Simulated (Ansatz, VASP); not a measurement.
**Two plane-wave programs on SnO2**

File INCAR:

```
ALGO = Normal
EDIFF = 1E-6
ENCUT = 520
GGA = PS
ISIF = 2
ISMEAR = 0
LASPH = True
LCHARG = True
LELF = True
LREAL = False
LVHAR = True
LWAVE = False
NBANDS = 35
NELM = 100
PREC = Accurate
SIGMA = 0.01
```

Contents of KPOINTS:

```
k-points
0
Gamma
  12 12 2
```

Contents of POSCAR:

```
SnO2
1.0
    3.2088976017      0.0000000000      0.0000000000
   -1.6044488009      2.7789825215      0.0000000000
    0.0000000000      0.0000000000     10.7181379521
Sn O
2 4
Direct
    0.0000000000      0.0000000000      0.5000000000
    0.0000000000      0.0000000000      0.0000000000
    0.6666666667      0.3333333333      0.4058600000
    0.6666666667      0.3333333333      0.0941400000
    0.3333333333      0.6666666667      0.5941400000
    0.3333333333      0.6666666667      0.9058600000
```

Input for Ansatz:

```yaml
crystal:
  lattice:
    - [3.2088976017302975, 0.0, 0.0]
    - [-1.6044488008651487, 2.7789825214719825, 0.0]
    - [0.0, 0.0, 10.718137952109801]
  atoms:
    - { symbol: Sn, position: [0.0, 0.0, 0.5] }
    - { symbol: Sn, position: [0.0, 0.0, 0.0] }
    - { symbol: O, position: [0.6666666666666666, 0.3333333333333333, 0.40586] }
    - { symbol: O, position: [0.6666666666666666, 0.3333333333333333, 0.09414] }
    - { symbol: O, position: [0.3333333333333333, 0.6666666666666666, 0.59414] }
    - { symbol: O, position: [0.3333333333333333, 0.6666666666666666, 0.90586] }
basis:
  ecutwfc: 500.0
kpoints:
  mp_grid:
    grid: [12, 12, 2]
hamiltonian:
  xc: pbesol
scf:
  convergence:
    dr2_threshold: 1.0e-09
  occupations:
    method: fixed
output:
  stress: true
```

Measurements of this composition are mostly on another form, of space group No. 136.

Alike in both runs: task single point; functional PBEsol; k mesh 12 × 12 × 2; no spin polarisation.

|  | VASP | Ansatz |
| --- | --- | --- |
| version | VASP 6.6.1 | Ansatz 0.2.0 |
| potentials or method | VASP PAW PBE potentials, release 64 (Sn_d, O) | plane waves, PAW |
| plane-wave cutoff (eV) | 520 | 500 |
| occupations | gaussian, width 0.01 eV | fixed |
| valence electrons in the cell | 52 | 52 |

```csv
,VASP,Ansatz,Ansatz less VASP
pressure (GPa),-1.3,-1.8,-0.52
largest component of the traceless stress (GPa),0.95,1.31,+0.356
```

Ansatz warned: «stress_scf_threshold_loose».

Caveats: the PAW data sets were made with another functional, which shifts forces and pressure a little (VASP). A k mesh can miss the band edges.
